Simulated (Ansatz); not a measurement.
The system is AlFe.

```
CELL_PARAMETERS angstrom
2.91000 0.00000 0.00000
0.00000 2.91000 0.00000
0.00000 0.00000 2.91000
ATOMIC_POSITIONS crystal
Fe 0.50000 0.50000 0.50000
Al 0.00000 0.00000 0.00000
```

Base run:

| Property | Result |
| --- | --- |
| Program | Ansatz 0.2.0 |
| Functional | PBEsol |
| Potentials or basis | all-electron LAPW, scalar-relativistic |
| Cutoff | 247 eV |
| Density cutoff | 989 eV |
| Basis error allowed | 0.001 eV/atom |
| k mesh | 9 × 9 × 9 |
| Occupations | fermi-dirac, width 0.05 eV |
| Spin | collinear spin, ferromagnetic start |
| Starting moments | [3.0, 0.0] μB |

Its results: pressure -11.3 GPa; net moment 0.66 μB per cell; site moments Fe +0.72; Al -0.03 μB.

The run is repeated on the same cell with these changes: functional from PBEsol to LDA. What comes out?

Pressure -16.5 GPa; net moment 0.62 μB per cell; site moments Fe +0.66; Al -0.02 μB.

LDA binds more tightly than PBEsol, so the same cell stands under less pressure.

Not every run made on this cell is shown here.
